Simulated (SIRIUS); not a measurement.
# PbS (P-6m2) in SIRIUS: a series of runs, part 3 of 4

SIRIUS 7.12.0. The steps go on from the part before.

**6. Equation of state, PBEsol, 27.98 Å³/atom (volume scaled by 1.02)**

Contents of sirius.json:

```json
{
  "control": {
    "processing_unit": "cpu",
    "std_evp_solver_name": "lapack",
    "gen_evp_solver_name": "lapack",
    "verbosity": 2,
    "print_forces": false,
    "ortho_rf": true,
    "use_second_variation": true,
    "rmt_max": 3.0,
    "num_bands_to_print": 24,
    "save_wf": true
  },
  "parameters": {
    "electronic_structure_method": "full_potential_lapwlo",
    "xc_functionals": ["XC_GGA_X_PBE_SOL", "XC_GGA_C_PBE_SOL"],
    "core_relativity": "dirac",
    "valence_relativity": "iora",
    "num_fv_states": 31,
    "smearing": "fermi_dirac",
    "smearing_width": 0.0018374661,
    "pw_cutoff": 20,
    "gk_cutoff": 3.41,
    "lmax_apw": 11,
    "lmax_rho": 8,
    "lmax_pot": 8,
    "num_mag_dims": 0,
    "auto_rmt": 0,
    "ngridk": [8, 8, 7],
    "shiftk": [0, 0, 0],
    "num_dft_iter": 80,
    "energy_tol": 1e-07,
    "density_tol": 1e-05,
    "use_symmetry": true
  },
  "settings": {"tol_ne": 1e-10},
  "iterative_solver": {"type": "exact"},
  "mixer": {"type": "anderson", "beta": 0.5, "max_history": 8},
  "unit_cell": {
    "lattice_vectors": [[7.7795915657, 0.0, 0.0], [-3.8897957828, 6.7373239269, 0.0], [0.0, 0.0, 7.2060074607]],
    "atom_types": ["Pb", "S"],
    "atom_files": {"Pb": "Pb.json", "S": "S.json"},
    "atoms": {"Pb": [[0.0, 0.0, 0.0]], "S": [[0.6666666667, 0.3333333333, 0.5]]}
  }
}
```

Contents of Pb.json:

```json
{
  "name": "lead",
  "symbol": "Pb",
  "number": 82,
  "mass": 207.2,
  "rmin": 1e-06,
  "rmt": 2.65,
  "nrmt": 800,
  "rinf": 17.22,
  "core": "1s2s2p3s3p3d4s4p4d",
  "valence": [
    {"basis": [{"enu": -0.04, "dme": 0, "n": 0, "auto": 0}, {"enu": -0.04, "dme": 1, "n": 0, "auto": 0}]},
    {"l": 0, "n": 1, "basis": [{"enu": -0.0473, "dme": 0, "n": 0, "auto": 0}]},
    {"l": 1, "n": 2, "basis": [{"enu": 0.06, "dme": 0, "n": 0, "auto": 0}]},
    {"l": 2, "n": 3, "basis": [{"enu": 0.06, "dme": 0, "n": 0, "auto": 0}]},
    {"l": 3, "n": 4, "basis": [{"enu": 0.06, "dme": 0, "n": 0, "auto": 0}]},
    {"l": 4, "n": 5, "basis": [{"enu": 0.06, "dme": 0, "n": 0, "auto": 0}]}
  ],
  "lo": [
    {
      "l": 0,
      "basis": [{"enu": -0.0473, "dme": 0, "n": 0, "auto": 0}, {"enu": -0.0473, "dme": 1, "n": 0, "auto": 0}]
    },
    {
      "l": 0,
      "basis": [{"enu": -5.0861, "dme": 0, "n": 5, "auto": 1}, {"enu": -5.0861, "dme": 1, "n": 5, "auto": 1}]
    },
    {
      "l": 0,
      "basis": [{"enu": -5.0861, "dme": 1, "n": 5, "auto": 1}, {"enu": -0.0473, "dme": 0, "n": 0, "auto": 0}]
    },
    {
      "l": 0,
      "basis": [{"enu": -0.0473, "dme": 0, "n": 0, "auto": 0}, {"enu": 2.231, "dme": 0, "n": 0, "auto": 0}]
    },
    {"l": 1, "basis": [{"enu": 0.06, "dme": 0, "n": 0, "auto": 0}, {"enu": 0.06, "dme": 1, "n": 0, "auto": 0}]},
    {
      "l": 1,
      "basis": [{"enu": -2.9546, "dme": 0, "n": 5, "auto": 1}, {"enu": -2.9546, "dme": 1, "n": 5, "auto": 1}]
    },
    {
      "l": 1,
      "basis": [{"enu": -2.9546, "dme": 1, "n": 5, "auto": 1}, {"enu": 0.06, "dme": 0, "n": 0, "auto": 0}]
    },
    {"l": 1, "basis": [{"enu": 0.06, "dme": 0, "n": 0, "auto": 0}, {"enu": 2.6801, "dme": 0, "n": 0, "auto": 0}]},
    {"l": 2, "basis": [{"enu": 0.06, "dme": 0, "n": 0, "auto": 0}, {"enu": 0.06, "dme": 1, "n": 0, "auto": 0}]},
    {
      "l": 2,
      "basis": [{"enu": -0.5887, "dme": 0, "n": 5, "auto": 1}, {"enu": -0.5887, "dme": 1, "n": 5, "auto": 1}]
    },
    {
      "l": 2,
      "basis": [{"enu": -0.5887, "dme": 1, "n": 5, "auto": 1}, {"enu": 0.06, "dme": 0, "n": 0, "auto": 0}]
    },
    {"l": 2, "basis": [{"enu": 0.06, "dme": 0, "n": 0, "auto": 0}, {"enu": 3.0219, "dme": 0, "n": 0, "auto": 0}]},
    {"l": 3, "basis": [{"enu": 0.06, "dme": 0, "n": 0, "auto": 0}, {"enu": 0.06, "dme": 1, "n": 0, "auto": 0}]},
    {
      "l": 3,
      "basis": [{"enu": -4.7174, "dme": 0, "n": 4, "auto": 1}, {"enu": -4.7174, "dme": 1, "n": 4, "auto": 1}]
    },
    {
      "l": 3,
      "basis": [{"enu": -4.7174, "dme": 1, "n": 4, "auto": 1}, {"enu": 0.06, "dme": 0, "n": 0, "auto": 0}]
    },
    {"l": 3, "basis": [{"enu": 0.06, "dme": 0, "n": 0, "auto": 0}, {"enu": 3.3637, "dme": 0, "n": 0, "auto": 0}]},
    {"l": 4, "basis": [{"enu": 0.06, "dme": 0, "n": 0, "auto": 0}, {"enu": 0.06, "dme": 1, "n": 0, "auto": 0}]},
    {"l": 4, "basis": [{"enu": 0.06, "dme": 0, "n": 0, "auto": 0}, {"enu": 2.7941, "dme": 0, "n": 0, "auto": 0}]}
  ],
  "free_atom": [... radial grid and density of the free atom, the start of the SCF ...]
}
```

Contents of S.json:

```json
{
  "name": "sulphur",
  "symbol": "S",
  "number": 16,
  "mass": 32.065,
  "rmin": 1e-06,
  "rmt": 2.29,
  "nrmt": 800,
  "rinf": 13.52,
  "core": "1s2s",
  "valence": [
    {"basis": [{"enu": -0.04, "dme": 0, "n": 0, "auto": 0}, {"enu": -0.04, "dme": 1, "n": 0, "auto": 0}]},
    {"l": 0, "n": 1, "basis": [{"enu": -0.0766, "dme": 0, "n": 0, "auto": 0}]},
    {"l": 1, "n": 2, "basis": [{"enu": 0.06, "dme": 0, "n": 0, "auto": 0}]},
    {"l": 2, "n": 3, "basis": [{"enu": 0.06, "dme": 0, "n": 0, "auto": 0}]},
    {"l": 3, "n": 4, "basis": [{"enu": 0.06, "dme": 0, "n": 0, "auto": 0}]}
  ],
  "lo": [
    {
      "l": 0,
      "basis": [{"enu": -0.0766, "dme": 0, "n": 0, "auto": 0}, {"enu": -0.0766, "dme": 1, "n": 0, "auto": 0}]
    },
    {
      "l": 0,
      "basis": [{"enu": -0.0766, "dme": 1, "n": 0, "auto": 0}, {"enu": -0.0766, "dme": 2, "n": 0, "auto": 0}]
    },
    {
      "l": 0,
      "basis": [{"enu": -0.0766, "dme": 0, "n": 0, "auto": 0}, {"enu": 2.2117, "dme": 0, "n": 0, "auto": 0}]
    },
    {"l": 1, "basis": [{"enu": 0.06, "dme": 0, "n": 0, "auto": 0}, {"enu": 0.06, "dme": 1, "n": 0, "auto": 0}]},
    {
      "l": 1,
      "basis": [{"enu": -5.4282, "dme": 0, "n": 2, "auto": 1}, {"enu": -5.4282, "dme": 1, "n": 2, "auto": 1}]
    },
    {
      "l": 1,
      "basis": [{"enu": -5.4282, "dme": 1, "n": 2, "auto": 1}, {"enu": 0.06, "dme": 0, "n": 0, "auto": 0}]
    },
    {"l": 1, "basis": [{"enu": 0.06, "dme": 0, "n": 0, "auto": 0}, {"enu": 3.5687, "dme": 0, "n": 0, "auto": 0}]},
    {"l": 2, "basis": [{"enu": 0.06, "dme": 0, "n": 0, "auto": 0}, {"enu": 0.06, "dme": 1, "n": 0, "auto": 0}]},
    {"l": 2, "basis": [{"enu": 0.06, "dme": 1, "n": 0, "auto": 0}, {"enu": 0.06, "dme": 2, "n": 0, "auto": 0}]},
    {"l": 2, "basis": [{"enu": 0.06, "dme": 0, "n": 0, "auto": 0}, {"enu": 3.0348, "dme": 0, "n": 0, "auto": 0}]},
    {"l": 3, "basis": [{"enu": 0.06, "dme": 0, "n": 0, "auto": 0}, {"enu": 0.06, "dme": 1, "n": 0, "auto": 0}]}
  ],
  "free_atom": [... radial grid and density of the free atom, the start of the SCF ...]
}
```

Contents of sirius_start.json:

```json
{
  "control": {
    "processing_unit": "cpu",
    "std_evp_solver_name": "lapack",
    "gen_evp_solver_name": "lapack",
    "verbosity": 1,
    "print_forces": false,
    "ortho_rf": true,
    "use_second_variation": true,
    "rmt_max": 3.0,
    "num_bands_to_print": 24,
    "save_wf": false
  },
  "parameters": {
    "electronic_structure_method": "full_potential_lapwlo",
    "xc_functionals": ["XC_LDA_X", "XC_LDA_C_PW"],
    "core_relativity": "dirac",
    "valence_relativity": "iora",
    "num_fv_states": 31,
    "smearing": "fermi_dirac",
    "smearing_width": 0.0055123983,
    "pw_cutoff": 20,
    "gk_cutoff": 2.72,
    "lmax_apw": 11,
    "lmax_rho": 8,
    "lmax_pot": 8,
    "num_mag_dims": 0,
    "auto_rmt": 0,
    "ngridk": [3, 3, 3],
    "shiftk": [0, 0, 0],
    "num_dft_iter": 30,
    "energy_tol": 0.01,
    "density_tol": 0.05,
    "use_symmetry": true
  },
  "settings": {"tol_ne": 1e-10},
  "iterative_solver": {"type": "exact"},
  "mixer": {"type": "anderson", "beta": 0.5, "max_history": 8},
  "unit_cell": {
    "lattice_vectors": [[7.7795915657, 0.0, 0.0], [-3.8897957828, 6.7373239269, 0.0], [0.0, 0.0, 7.2060074607]],
    "atom_types": ["Pb", "S"],
    "atom_files": {"Pb": "Pb.json", "S": "S.json"},
    "atoms": {"Pb": [[0.0, 0.0, 0.0]], "S": [[0.6666666667, 0.3333333333, 0.5]]}
  }
}
```

Potentials or basis: all-electron FP-LAPW, apw+lo standard.

Started as:

```
$ OMP_NUM_THREADS=1 sirius.scf --input=sirius_start.json --output=start.json
$ OMP_NUM_THREADS=1 sirius.scf --input=sirius.json --output=output.json --task=1
```

Wall time 85 s (1 thread of Arm Neoverse V2, shared host); peak memory 0.57 GiB.

It converged, with:

| Item | Value |
| --- | --- |
| Free energy | -580180.6909 eV |
| Band gap on the k mesh | 0.21 eV, indirect (least direct gap 1.58 eV) |
| All electrons inside the program's atomic spheres | Pb 79.84; S 14.65 (radii Pb 2.65, S 2.29 bohr) |

Caveat: spin-orbit coupling is left out, which as a rule narrows the gap of such compounds by several tenths of an eV; an odd mesh through Γ misses points on the zone boundary, where band edges often lie.

**7. Equation of state, PBEsol, 28.53 Å³/atom (volume scaled by 1.04)**

Edit sirius.json of step 6 so:

```diff
@@ -39,3 +39,3 @@
   "unit_cell": {
-    "lattice_vectors": [[7.7795915657, 0.0, 0.0], [-3.8897957828, 6.7373239269, 0.0], [0.0, 0.0, 7.2060074607]],
+    "lattice_vectors": [[7.8301098096, 0.0, 0.0], [-3.9150549047, 6.7810740095, 0.0], [0.0, 0.0, 7.2528010281]],
     "atom_types": ["Pb", "S"],
```

Contents of Pb.json:

```json
{
  "name": "lead",
  "symbol": "Pb",
  "number": 82,
  "mass": 207.2,
  "rmin": 1e-06,
  "rmt": 2.65,
  "nrmt": 800,
  "rinf": 17.22,
  "core": "1s2s2p3s3p3d4s4p4d",
  "valence": [
    {"basis": [{"enu": -0.05, "dme": 0, "n": 0, "auto": 0}, {"enu": -0.05, "dme": 1, "n": 0, "auto": 0}]},
    {"l": 0, "n": 1, "basis": [{"enu": -0.0573, "dme": 0, "n": 0, "auto": 0}]},
    {"l": 1, "n": 2, "basis": [{"enu": 0.05, "dme": 0, "n": 0, "auto": 0}]},
    {"l": 2, "n": 3, "basis": [{"enu": 0.05, "dme": 0, "n": 0, "auto": 0}]},
    {"l": 3, "n": 4, "basis": [{"enu": 0.05, "dme": 0, "n": 0, "auto": 0}]},
    {"l": 4, "n": 5, "basis": [{"enu": 0.05, "dme": 0, "n": 0, "auto": 0}]}
  ],
  "lo": [
    {
      "l": 0,
      "basis": [{"enu": -0.0573, "dme": 0, "n": 0, "auto": 0}, {"enu": -0.0573, "dme": 1, "n": 0, "auto": 0}]
    },
    {
      "l": 0,
      "basis": [{"enu": -5.0961, "dme": 0, "n": 5, "auto": 1}, {"enu": -5.0961, "dme": 1, "n": 5, "auto": 1}]
    },
    {
      "l": 0,
      "basis": [{"enu": -5.0961, "dme": 1, "n": 5, "auto": 1}, {"enu": -0.0573, "dme": 0, "n": 0, "auto": 0}]
    },
    {
      "l": 0,
      "basis": [{"enu": -0.0573, "dme": 0, "n": 0, "auto": 0}, {"enu": 2.221, "dme": 0, "n": 0, "auto": 0}]
    },
    {"l": 1, "basis": [{"enu": 0.05, "dme": 0, "n": 0, "auto": 0}, {"enu": 0.05, "dme": 1, "n": 0, "auto": 0}]},
    {
      "l": 1,
      "basis": [{"enu": -2.9646, "dme": 0, "n": 5, "auto": 1}, {"enu": -2.9646, "dme": 1, "n": 5, "auto": 1}]
    },
    {
      "l": 1,
      "basis": [{"enu": -2.9646, "dme": 1, "n": 5, "auto": 1}, {"enu": 0.05, "dme": 0, "n": 0, "auto": 0}]
    },
    {"l": 1, "basis": [{"enu": 0.05, "dme": 0, "n": 0, "auto": 0}, {"enu": 2.6701, "dme": 0, "n": 0, "auto": 0}]},
    {"l": 2, "basis": [{"enu": 0.05, "dme": 0, "n": 0, "auto": 0}, {"enu": 0.05, "dme": 1, "n": 0, "auto": 0}]},
    {
      "l": 2,
      "basis": [{"enu": -0.5987, "dme": 0, "n": 5, "auto": 1}, {"enu": -0.5987, "dme": 1, "n": 5, "auto": 1}]
    },
    {
      "l": 2,
      "basis": [{"enu": -0.5987, "dme": 1, "n": 5, "auto": 1}, {"enu": 0.05, "dme": 0, "n": 0, "auto": 0}]
    },
    {"l": 2, "basis": [{"enu": 0.05, "dme": 0, "n": 0, "auto": 0}, {"enu": 3.0119, "dme": 0, "n": 0, "auto": 0}]},
    {"l": 3, "basis": [{"enu": 0.05, "dme": 0, "n": 0, "auto": 0}, {"enu": 0.05, "dme": 1, "n": 0, "auto": 0}]},
    {
      "l": 3,
      "basis": [{"enu": -4.7274, "dme": 0, "n": 4, "auto": 1}, {"enu": -4.7274, "dme": 1, "n": 4, "auto": 1}]
    },
    {
      "l": 3,
      "basis": [{"enu": -4.7274, "dme": 1, "n": 4, "auto": 1}, {"enu": 0.05, "dme": 0, "n": 0, "auto": 0}]
    },
    {"l": 3, "basis": [{"enu": 0.05, "dme": 0, "n": 0, "auto": 0}, {"enu": 3.3537, "dme": 0, "n": 0, "auto": 0}]},
    {"l": 4, "basis": [{"enu": 0.05, "dme": 0, "n": 0, "auto": 0}, {"enu": 0.05, "dme": 1, "n": 0, "auto": 0}]},
    {"l": 4, "basis": [{"enu": 0.05, "dme": 0, "n": 0, "auto": 0}, {"enu": 2.7841, "dme": 0, "n": 0, "auto": 0}]}
  ],
  "free_atom": [... radial grid and density of the free atom, the start of the SCF ...]
}
```

Contents of S.json:

```json
{
  "name": "sulphur",
  "symbol": "S",
  "number": 16,
  "mass": 32.065,
  "rmin": 1e-06,
  "rmt": 2.29,
  "nrmt": 800,
  "rinf": 13.52,
  "core": "1s2s",
  "valence": [
    {"basis": [{"enu": -0.05, "dme": 0, "n": 0, "auto": 0}, {"enu": -0.05, "dme": 1, "n": 0, "auto": 0}]},
    {"l": 0, "n": 1, "basis": [{"enu": -0.0866, "dme": 0, "n": 0, "auto": 0}]},
    {"l": 1, "n": 2, "basis": [{"enu": 0.05, "dme": 0, "n": 0, "auto": 0}]},
    {"l": 2, "n": 3, "basis": [{"enu": 0.05, "dme": 0, "n": 0, "auto": 0}]},
    {"l": 3, "n": 4, "basis": [{"enu": 0.05, "dme": 0, "n": 0, "auto": 0}]}
  ],
  "lo": [
    {
      "l": 0,
      "basis": [{"enu": -0.0866, "dme": 0, "n": 0, "auto": 0}, {"enu": -0.0866, "dme": 1, "n": 0, "auto": 0}]
    },
    {
      "l": 0,
      "basis": [{"enu": -0.0866, "dme": 1, "n": 0, "auto": 0}, {"enu": -0.0866, "dme": 2, "n": 0, "auto": 0}]
    },
    {
      "l": 0,
      "basis": [{"enu": -0.0866, "dme": 0, "n": 0, "auto": 0}, {"enu": 2.2017, "dme": 0, "n": 0, "auto": 0}]
    },
    {"l": 1, "basis": [{"enu": 0.05, "dme": 0, "n": 0, "auto": 0}, {"enu": 0.05, "dme": 1, "n": 0, "auto": 0}]},
    {
      "l": 1,
      "basis": [{"enu": -5.4382, "dme": 0, "n": 2, "auto": 1}, {"enu": -5.4382, "dme": 1, "n": 2, "auto": 1}]
    },
    {
      "l": 1,
      "basis": [{"enu": -5.4382, "dme": 1, "n": 2, "auto": 1}, {"enu": 0.05, "dme": 0, "n": 0, "auto": 0}]
    },
    {"l": 1, "basis": [{"enu": 0.05, "dme": 0, "n": 0, "auto": 0}, {"enu": 3.5587, "dme": 0, "n": 0, "auto": 0}]},
    {"l": 2, "basis": [{"enu": 0.05, "dme": 0, "n": 0, "auto": 0}, {"enu": 0.05, "dme": 1, "n": 0, "auto": 0}]},
    {"l": 2, "basis": [{"enu": 0.05, "dme": 1, "n": 0, "auto": 0}, {"enu": 0.05, "dme": 2, "n": 0, "auto": 0}]},
    {"l": 2, "basis": [{"enu": 0.05, "dme": 0, "n": 0, "auto": 0}, {"enu": 3.0248, "dme": 0, "n": 0, "auto": 0}]},
    {"l": 3, "basis": [{"enu": 0.05, "dme": 0, "n": 0, "auto": 0}, {"enu": 0.05, "dme": 1, "n": 0, "auto": 0}]}
  ],
  "free_atom": [... radial grid and density of the free atom, the start of the SCF ...]
}
```

Edit sirius_start.json of step 6 so:

```diff
@@ -39,3 +39,3 @@
   "unit_cell": {
-    "lattice_vectors": [[7.7795915657, 0.0, 0.0], [-3.8897957828, 6.7373239269, 0.0], [0.0, 0.0, 7.2060074607]],
+    "lattice_vectors": [[7.8301098096, 0.0, 0.0], [-3.9150549047, 6.7810740095, 0.0], [0.0, 0.0, 7.2528010281]],
     "atom_types": ["Pb", "S"],
```

Started as:

```
$ OMP_NUM_THREADS=1 sirius.scf --input=sirius_start.json --output=start.json
$ OMP_NUM_THREADS=1 sirius.scf --input=sirius.json --output=output.json --task=1
```

It took 87 s on 1 thread of Arm Neoverse V2, shared host; peak memory 0.58 GiB.

It converged, with:

* Free energy: -580180.6632 eV
* Band gap on the k mesh: 0.28 eV, indirect (least direct gap 1.57 eV)
* All electrons inside the program's atomic spheres: Pb 79.83; S 14.64 (radii Pb 2.65, S 2.29 bohr)

Caveat: spin-orbit coupling is left out, which as a rule narrows the gap of such compounds by several tenths of an eV; an odd mesh through Γ misses points on the zone boundary, where band edges often lie.

(Continued in part 4 of 4.)
